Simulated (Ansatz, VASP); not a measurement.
# InAs: VASP beside Ansatz

Contents of run.py:

```python
from ase import Atoms
from ase.calculators.vasp import Vasp
from ase.dft.bandgap import bandgap

atoms = Atoms(
    ['In', 'As'],
    cell=[[0.0, 3.018, 3.018], [3.018, 0.0, 3.018], [3.018, 3.018, 0.0]],
    scaled_positions=[[0.0, 0.0, 0.0], [0.75, 0.75, 0.75]],
    pbc=True,
)
calc = Vasp(
    directory='calc',
    xc='pbe',
    pp='PBE',
    setups='minimal',
    prec='Accurate',
    encut=500,
    ediff=1e-06,
    ismear=0,
    sigma=0.1,
    lreal=False,
    lasph=True,
    nelm=80,
    algo='Normal',
    isif=2,
    lwave=False,
    lcharg=False,
    kpts=[8, 8, 8],
    gamma=True,
    nbands=11,
)
atoms.calc = calc

print('energy (eV):', atoms.get_potential_energy())
print('free energy (eV):', atoms.get_potential_energy(force_consistent=True))
print('forces (eV/A):')
print(atoms.get_forces())
print('stress (eV/A^3, Voigt):', atoms.get_stress())
print('Fermi level (eV):', calc.get_fermi_level())
gap, top, bottom = bandgap(calc)
print('band gap (eV):', gap, 'from (spin, k, band)', top, 'to', bottom)
```

Contents of input.yaml:

```yaml
crystal:
  lattice:
    - [0.0, 3.018, 3.018]
    - [3.018, 0.0, 3.018]
    - [3.018, 3.018, 0.0]
  atoms:
    - { symbol: In, position: [0.0, 0.0, 0.0] }
    - { symbol: As, position: [0.75, 0.75, 0.75] }
hamiltonian:
  xc: pbe
  pseudopotentials: { kind: paw }
kpoints:
  mp_grid: { grid: [8, 8, 8] }
scf:
  occupations: { method: gaussian, width: 0.1 }
output:
  forces: true
  stress: true
  eigenvalues: true
```

Alike in both runs: task single point; functional PBE; k mesh 8 × 8 × 8; occupations gaussian, width 0.1 eV; no spin polarisation.

|  | VASP | Ansatz |
| --- | --- | --- |
| version | VASP 6.6.1 | Ansatz 0.2.0 |
| potentials or method | VASP PAW PBE potentials, release 64 (In, As) | Ansatz PAW |
| plane-wave cutoff (eV) | 500 | 420 |
| valence electrons in the cell | 8 | 28 |

|  | VASP | Ansatz | Ansatz less VASP |
| --- | --- | --- | --- |
| gap on the k mesh at the Fermi level (eV) | none | none | - |
| pressure (GPa) | 5.2 | 4.3 | -0.95 |

A gap of «none» marks a metal or a gap that the smearing closes. The two sets of potentials don't hold the same shells in valence.

Caveats: this crystal is a semiconductor, whose small gap the functional closes, so the metal is an error of the method.
